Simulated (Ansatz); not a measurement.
# Ge (Imma) in Ansatz: reference runs

Aim: a first look at Ge with PBEsol, on the cell as given and on a disturbed one.

All numbers are computed with Ansatz 0.2.0; they aren't measurements. Logs are shortened: lines on timing, memory, paths and dates and some standing lists are left out, and cuts for length are marked.

## 1. The structure

Symmetry: Imma, No. 74, orthorhombic system. Conventional cell: a = 4.992 Å, b = 5.302 Å, c = 2.874 Å, α = 90.00°, β = 90.00°, γ = 90.00°. Around Ge (site symmetry mm2) lie 6 Ge at 2.68 to 2.87 Å.

This isn't the form of Ge at room conditions, which is diamond.

## 2. Single point, PBEsol

The input, input.yaml:

```yaml
crystal:
  lattice:
    - [-2.495898, 2.650863, 1.436947]
    - [2.495898, -2.650863, 1.436947]
    - [2.495898, 2.650863, -1.436947]
  atoms:
    - { symbol: Ge, position: [0.314057, 0.064057, 0.25] }
    - { symbol: Ge, position: [0.685943, 0.935943, 0.75] }
kpoints:
  mp_grid: { grid: [11, 11, 11] }
scf:
  occupations: { method: fermi_dirac, width: 0.05 }
hamiltonian:
  xc: pbesol
  pseudopotentials: { kind: all_electron, lapw: { basis_error: 0.001 } }
output:
  forces: true
  stress: true
  eigenvalues: true
  populations: true
```

Potentials or basis: all-electron LAPW, scalar-relativistic.

Run with:

```
$ ansatz run input.yaml --threads 1 --pin off --max-ram 3072MiB --backend cpu --events-out ev --progress --plain --runs-dir out
```

Standard output:

```text
Warning: RAYON_NUM_THREADS=1 ignored (pool sized by the plan → 1); use --threads N
Ge: projections on atomic orbitals take those of the free atom 1s2 2s2 2p6 3s2 3p6 3d10 4s2 4p2, of charge +0.00 (hamiltonian.pseudopotentials.projection_atoms)
LAPW: plane waves up to 8.140 Å⁻¹, error target 1.0e-3 eV per atom; small_component_spin mean_spin; Ge in spheres of 1.338 Å, 22 of its electrons in bands, Dirac shells [] (how accurate: hamiltonian.pseudopotentials.lapw.basis_error, Limitations)
Engine: ansatz 0.2.0, aarch64-unknown-linux-gnu
Pseudopotentials: kind: all_electron
Pseudopotential: Ge, LAPW, valence charge 22, lapw/all_electron/scalar/gaussian/Ge, Koelling and Harmon's equation, gaussian nucleus
Functional definition: PBEsol
  exchange = pbesol_x
  correlation = pbesol_c
Crystal: 2 atoms, lattice volume = 38.029 Å³
Basis set: ecut = 252.43005707034496 eV, 335 PW (Γ), FFT grids on a1+a2, a2, a3, exchange–correlation at level 2
Bands: 27, of which v1, the nominal top of the filled ones, is band 22 counted from 1 (21 counted from 0)
Symmetry: 8 space group operations
Space group: Imma (ITA 74), of the structure as read, at distance tolerance 3.4e-5 Å
k-points: 216 of 1331
Non-local potential: Ge, projectors of the file, none
Initial density: superposition of atomic densities (chi_scale 0.1, normalization cell)
Initial wavefunctions: plane waves of lowest kinetic energy (no species holds an atomic orbital)
Functional: x = pbesol(κ = 0.804, μ = 0.12345679012345678), c = pbesol(β = 0.046)
iter 1 solved again at ethr=8.20e-5 eV; its pass at ethr=1.00e-1 eV (dr2=3.61e-2 eV) is discarded
SCF iter   1: F=—  HF=-114149.351080 eV  |F-HF|=—  |Δ(HF+E_count)|=         —  Δρ=1.28e-2  dr2=3.62e-2  ethr=8.20e-5  ⟨swp⟩=3.0  Hψ=38804  notcnv=0
preconditioner: auto → Kerker (q_TF=auto, 2.795 Å⁻¹)  [metal: Δε(μ)=0.015 eV  Ē_g=24.018 eV  σ=0.050 eV  W_gap=0.07  n_scr=16 (ndim 8)  ℏωp=31.9 eV  f_vac=0.000  D(μ)=0.75/eV (n_scr^D=4)]
SCF iter   2: F=—  HF=-114149.326226 eV  |F-HF|=—  |Δ(HF+E_count)|=   2.49e-2  Δρ=8.35e-3  dr2=1.79e-2  ethr=8.20e-5  ⟨swp⟩=2.0  Hψ=17406  notcnv=0
SCF iter   3: F=—  HF=-114149.323581 eV  |F-HF|=—  |Δ(HF+E_count)|=   2.64e-3  Δρ=4.90e-3  dr2=6.76e-3  ethr=4.07e-5  ⟨swp⟩=2.0  Hψ=16916  notcnv=0
SCF iter   4: F=—  HF=-114149.323127 eV  |F-HF|=—  |Δ(HF+E_count)|=   4.54e-4  Δρ=1.76e-3  dr2=1.11e-3  ethr=1.54e-5  ⟨swp⟩=2.0  Hψ=16926  notcnv=0
iter 5 solved again at ethr=6.94e-8 eV; its pass at ethr=2.53e-6 eV (dr2=3.06e-5 eV) is discarded
SCF iter   5: F=—  HF=-114149.322995 eV  |F-HF|=—  |Δ(HF+E_count)|=   1.31e-4  Δρ=2.57e-4  dr2=3.06e-5  ethr=6.94e-8  ⟨swp⟩=2.0  Hψ=28840  notcnv=0
SCF iter   6: F=—  HF=-114149.322996 eV  |F-HF|=—  |Δ(HF+E_count)|=   8.61e-7  Δρ=8.98e-5  dr2=3.76e-6  ethr=6.94e-8  ⟨swp⟩=2.0  Hψ=16916  notcnv=0
SCF iter   7: F=-114149.322997 eV  HF=-114149.322997 eV  |F-HF|=2.41e-8  |Δ(HF+E_count)|=   5.75e-7  Δρ=1.61e-5  dr2=8.72e-8  ethr=8.54e-9  ⟨swp⟩=2.0  Hψ=16916  notcnv=0
SCF 1 converged in 7 iterations: F = -114149.322997 eV  dr2 = 8.72e-8
SCF converged after 7 iterations
Free energy (F): -114149.322997 eV
Harris-Foulkes:  -114149.322997 eV  (|F-HF|=2.41e-8)
Internal energy: -114149.316641 eV  (E = F + TS)
E sigma→0 (E₀):  -114149.319819 eV
Entropy (-TS):   -0.006356 eV (-3.178 meV/atom)
Fermi energy:    12.355388 eV
--- Per-component energies (eV) ---
  E_band       = -1971.750950
  E_kinetic    = 116529.332524
  E_xc         = -4255.493484
  E_electrostatic = -226423.155681  (all electrons and nuclei)
  E_smearing   = -0.006356  (= −TS)
  E_closure    = 0.000000  (closes the sum)
  E_atoms      = -114139.838039  (free atoms, spherical and without spin; not in F)
  Σ components = -114149.322997   (vs F -114149.322997, Δ=0.00e0)
  Basis errors (estimates in eV, not in F): energy 3.3e-4 per atom: plane waves 3.1e-4 (1.7e-4 summed), levels above the bands 5.6e-68, relativity 5.9e-9, radial functions 2.7e-5, core shells 4.6e-11; eigenvalues (radial functions only) 5.1e-6; not estimated: angular momenta, meshes, grids; target (lapw.basis_error) 1.0e-3; muffin-tin radii Ge 1.338 Å
--- Forces (eV/Å), atoms counted from 1 ---
  atom   1  Ge     0.00000000     0.00000000     0.05910180
  atom   2  Ge     0.00000000     0.00000000    -0.05910180
  max |Σ_I F_I| component: 0.00e0 eV/Å
--- Stress (GPa, compression-positive) ---
       -1.285889       0.000000       0.000000
        0.000000      -3.323781       0.000000
        0.000000       0.000000      -2.757801
  P = ⅓ Tr σ = -2.4558 GPa (-24.558 kbar)
--- Band table (eV; the first three rows and the last of 216) ---
  k-point 0: bands = ["-150.9637", "-150.9633", "-98.2885", "-98.2882", "-98.2764", "-98.2735", "-98.2561", "-98.2522", "-12.3809", "-12.3030", "-12.3008", "-12.2995", "-12.2645", "-12.2290", "-12.1680", "-12.1658", "-12.1373", "-12.0684", "-0.7636", "8.5203", "9.9973", "10.4418", "15.7587", "19.2854", "19.5119", "20.2300", "20.5630"]
  k-point 1: bands = ["-150.9637", "-150.9633", "-98.2885", "-98.2882", "-98.2763", "-98.2736", "-98.2560", "-98.2523", "-12.3760", "-12.3058", "-12.3019", "-12.2958", "-12.2603", "-12.2270", "-12.1686", "-12.1675", "-12.1399", "-12.0740", "-0.6721", "7.6851", "10.3028", "10.8514", "16.2378", "18.5057", "19.4725", "20.1184", "20.1786"]
  k-point 2: bands = ["-150.9637", "-150.9633", "-98.2885", "-98.2882", "-98.2762", "-98.2738", "-98.2558", "-98.2525", "-12.3618", "-12.3113", "-12.3046", "-12.2851", "-12.2509", "-12.2213", "-12.1726", "-12.1705", "-12.1474", "-12.0895", "-0.3978", "6.3146", "10.6238", "11.6423", "17.2024", "17.5697", "18.7411", "19.6681", "19.8479"]
  k-point 215: bands = ["-150.9635", "-150.9635", "-98.2887", "-98.2880", "-98.2766", "-98.2733", "-98.2564", "-98.2520", "-12.3553", "-12.2937", "-12.2644", "-12.2381", "-12.2160", "-12.2098", "-12.1974", "-12.1870", "-12.1732", "-12.1701", "3.2962", "3.7681", "6.5417", "7.2000", "16.7794", "19.2140", "22.9000", "23.1769", "24.7722"]
--- Löwdin populations: 2 sites ---
  site symbol       q [e]
     0     Ge     31.9746
     1     Ge     31.9746
  spilling = 0.000794 (of n_electrons = 64.000000)
```

Wall time 32 s (1 thread of Arm Neoverse V2, shared host); peak memory 0.57 GiB.

What came out:

```
Free energy            : -114149.3230 eV
Pressure               : -2.5 GPa
Largest force          : 0.059 eV/Å
Band gap on the k mesh : none (metal or under the smearing width)
```

Forces in eV/Å, atoms in the order of the input:
```
Ge   0.000  0.000  0.059
Ge   0.000  0.000 -0.059
```

Levels at points of the mesh, in eV from the Fermi level:
```
           k point  band 19  band 20  band 21  band 22  band 23  band 24  band 25  band 26
(0.00, 0.00, 0.00)   -13.12    -3.84    -2.36    -1.91     3.40     6.93     7.16     7.87
```

## 3. Single point, PBEsol (atoms moved at random, drawn with an rms of 0.05 Å)

input.yaml, as its differences from that of step 2:

```diff
@@ -6,4 +6,4 @@
   atoms:
-    - { symbol: Ge, position: [0.314057, 0.064057, 0.25] }
-    - { symbol: Ge, position: [0.685943, 0.935943, 0.75] }
+    - { symbol: Ge, position: [0.298396, 0.037242, 0.239335] }
+    - { symbol: Ge, position: [0.694525, 0.947546, 0.753839] }
 kpoints:
```

Potentials or basis: all-electron LAPW, scalar-relativistic.

Run with:

```
$ ansatz run input.yaml --threads 1 --pin off --max-ram 3072MiB --backend cpu --events-out ev --progress --plain --runs-dir out
```

Standard output:

```text
Warning: RAYON_NUM_THREADS=1 ignored (pool sized by the plan → 1); use --threads N
Ge: projections on atomic orbitals take those of the free atom 1s2 2s2 2p6 3s2 3p6 3d10 4s2 4p2, of charge +0.00 (hamiltonian.pseudopotentials.projection_atoms)
LAPW: plane waves up to 8.174 Å⁻¹, error target 1.0e-3 eV per atom; small_component_spin mean_spin; Ge in spheres of 1.334 Å, 22 of its electrons in bands, Dirac shells [] (how accurate: hamiltonian.pseudopotentials.lapw.basis_error, Limitations)
[... 6 set-up lines as earlier in the session ...]
Crystal: 2 atoms, lattice volume = 38.029 Å³
Basis set: ecut = 254.5365100750421 eV, 335 PW (Γ), FFT grids on a1+a2, a2, a3, exchange–correlation at level 2
Bands: 27, of which v1, the nominal top of the filled ones, is band 22 counted from 1 (21 counted from 0)
Symmetry: 2 space group operations
Space group: P-1 (ITA 2), of the structure as read, at distance tolerance 3.4e-5 Å
k-points: 666 of 1331
[... 4 set-up lines as earlier in the session ...]
iter 1 solved again at ethr=8.21e-5 eV; its pass at ethr=1.00e-1 eV (dr2=3.61e-2 eV) is discarded
SCF iter   1: F=—  HF=-114149.341702 eV  |F-HF|=—  |Δ(HF+E_count)|=         —  Δρ=1.27e-2  dr2=3.63e-2  ethr=8.21e-5  ⟨swp⟩=3.0  Hψ=119835  notcnv=0
preconditioner: auto → Kerker (q_TF=auto, 2.795 Å⁻¹)  [metal: Δε(μ)=0.034 eV  Ē_g=24.017 eV  σ=0.050 eV  W_gap=0.17  n_scr=16 (ndim 8)  ℏωp=31.9 eV  f_vac=0.000  D(μ)=0.75/eV (n_scr^D=4)]
SCF iter   2: F=—  HF=-114149.316747 eV  |F-HF|=—  |Δ(HF+E_count)|=   2.50e-2  Δρ=8.27e-3  dr2=1.79e-2  ethr=8.21e-5  ⟨swp⟩=2.0  Hψ=53526  notcnv=0
SCF iter   3: F=—  HF=-114149.314004 eV  |F-HF|=—  |Δ(HF+E_count)|=   2.74e-3  Δρ=4.84e-3  dr2=6.74e-3  ethr=4.07e-5  ⟨swp⟩=2.0  Hψ=51909  notcnv=0
SCF iter   4: F=—  HF=-114149.313497 eV  |F-HF|=—  |Δ(HF+E_count)|=   5.07e-4  Δρ=1.74e-3  dr2=1.12e-3  ethr=1.53e-5  ⟨swp⟩=2.0  Hψ=51952  notcnv=0
iter 5 solved again at ethr=6.82e-8 eV; its pass at ethr=2.54e-6 eV (dr2=3.00e-5 eV) is discarded
SCF iter   5: F=—  HF=-114149.313358 eV  |F-HF|=—  |Δ(HF+E_count)|=   1.39e-4  Δρ=2.52e-4  dr2=3.00e-5  ethr=6.82e-8  ⟨swp⟩=2.0  Hψ=88703  notcnv=0
SCF iter   6: F=—  HF=-114149.313358 eV  |F-HF|=—  |Δ(HF+E_count)|=   1.29e-7  Δρ=8.79e-5  dr2=3.66e-6  ethr=6.82e-8  ⟨swp⟩=2.0  Hψ=51922  notcnv=0
SCF iter   7: F=-114149.313358 eV  HF=-114149.313358 eV  |F-HF|=2.52e-8  |Δ(HF+E_count)|=   4.99e-7  Δρ=1.59e-5  dr2=8.71e-8  ethr=8.32e-9  ⟨swp⟩=2.0  Hψ=51922  notcnv=0
SCF 1 converged in 7 iterations: F = -114149.313358 eV  dr2 = 8.71e-8
SCF converged after 7 iterations
Free energy (F): -114149.313358 eV
Harris-Foulkes:  -114149.313358 eV  (|F-HF|=2.52e-8)
Internal energy: -114149.306888 eV  (E = F + TS)
E sigma→0 (E₀):  -114149.310123 eV
Entropy (-TS):   -0.006470 eV (-3.235 meV/atom)
Fermi energy:    12.369475 eV
--- Per-component energies (eV) ---
  E_band       = -1971.760084
  E_kinetic    = 116529.450953
  E_xc         = -4255.501274
  E_electrostatic = -226423.256567  (all electrons and nuclei)
  E_smearing   = -0.006470  (= −TS)
  E_closure    = 0.000000  (closes the sum)
  E_atoms      = -114139.838039  (free atoms, spherical and without spin; not in F)
  Σ components = -114149.313358   (vs F -114149.313358, Δ=0.00e0)
  Basis errors (estimates in eV, not in F): energy 3.3e-4 per atom: plane waves 3.1e-4 (1.7e-4 summed), levels above the bands 5.2e-67, relativity 5.8e-9, radial functions 2.8e-5, core shells 5.2e-11; eigenvalues (radial functions only) 4.7e-6; not estimated: angular momenta, meshes, grids; target (lapw.basis_error) 1.0e-3; muffin-tin radii Ge 1.334 Å
--- Forces (eV/Å), atoms counted from 1 ---
  atom   1  Ge     0.14590780     0.00357609     0.05045406
  atom   2  Ge    -0.14590780    -0.00357609    -0.05045406
  max |Σ_I F_I| component: 0.00e0 eV/Å
--- Stress (GPa, compression-positive) ---
       -1.421986      -0.000404      -0.462798
       -0.000404      -2.746559       0.000030
       -0.462798       0.000030      -2.679792
  P = ⅓ Tr σ = -2.2828 GPa (-22.828 kbar)
--- Band table (eV; the first three rows and the last of 666) ---
  k-point 0: bands = ["-150.9636", "-150.9632", "-98.2889", "-98.2886", "-98.2779", "-98.2753", "-98.2540", "-98.2498", "-12.3844", "-12.3068", "-12.2994", "-12.2992", "-12.2694", "-12.2325", "-12.1632", "-12.1589", "-12.1381", "-12.0664", "-0.7703", "8.5226", "10.0229", "10.4253", "15.7205", "19.3813", "19.4691", "20.2585", "20.5344"]
  k-point 1: bands = ["-150.9636", "-150.9632", "-98.2889", "-98.2886", "-98.2779", "-98.2753", "-98.2539", "-98.2499", "-12.3793", "-12.3089", "-12.2996", "-12.2956", "-12.2658", "-12.2305", "-12.1645", "-12.1607", "-12.1408", "-12.0722", "-0.6790", "7.6904", "10.3116", "10.8471", "16.1944", "18.6002", "19.4422", "20.0320", "20.2244"]
  k-point 2: bands = ["-150.9636", "-150.9632", "-98.2889", "-98.2886", "-98.2778", "-98.2754", "-98.2536", "-98.2502", "-12.3645", "-12.3128", "-12.3011", "-12.2848", "-12.2568", "-12.2246", "-12.1687", "-12.1655", "-12.1487", "-12.0885", "-0.4054", "6.3210", "10.6256", "11.6399", "17.1613", "17.6399", "18.7681", "19.5017", "19.9210"]
  k-point 665: bands = ["-150.9634", "-150.9632", "-98.2900", "-98.2896", "-98.2777", "-98.2756", "-98.2527", "-98.2509", "-12.3171", "-12.2856", "-12.2668", "-12.2503", "-12.2251", "-12.2133", "-12.1926", "-12.1827", "-12.1728", "-12.1322", "2.4186", "6.8064", "9.7425", "11.3883", "12.8529", "14.8951", "16.1671", "16.7937", "19.4751"]
--- Löwdin populations: 2 sites ---
  site symbol       q [e]
     0     Ge     31.9742
     1     Ge     31.9742
  spilling = 0.000805 (of n_electrons = 64.000000)
```

populations.tsv:

```text
# site	symbol	l	j	q
# orbitals = lowdin
# n_electrons = 64.000000
# spilling = 0.000805
# projection_atom_Ge: 1s2 2s2 2p6 3s2 3p6 3d10 4s2 4p2
0	Ge	0_1S	-	1.999993
0	Ge	0_2S	-	1.999680
0	Ge	0_3S	-	1.992912
0	Ge	0_4S	-	1.548843
0	Ge	1_2P	-	5.999992
0	Ge	1_3P	-	5.997844
0	Ge	1_4P	-	2.438058
0	Ge	2_3D	-	9.996909
1	Ge	0_1S	-	1.999993
1	Ge	0_2S	-	1.999680
1	Ge	0_3S	-	1.992912
1	Ge	0_4S	-	1.548843
1	Ge	1_2P	-	5.999992
1	Ge	1_3P	-	5.997844
1	Ge	1_4P	-	2.438058
1	Ge	2_3D	-	9.996909
```

Run time: 1.7 min. Hardware: 1 thread of Arm Neoverse V2, shared host; peak memory 1.3 GiB.

What came out:

| Item | Value |
| --- | --- |
| Free energy | -114149.3134 eV |
| Pressure | -2.3 GPa |
| Largest force | 0.154 eV/Å |
| Band gap on the k mesh | none (metal or under the smearing width) |

Forces on the atoms (eV/Å):
```
Ge   0.146  0.004  0.050
Ge  -0.146 -0.004 -0.050
```

Levels at points of the mesh, in eV from the Fermi level:
```csv
k point,band 19,band 20,band 21,band 22,band 23,band 24,band 25,band 26
"(0.00, 0.00, 0.00)",-13.14,-3.85,-2.35,-1.94,3.35,7.01,7.10,7.89
```
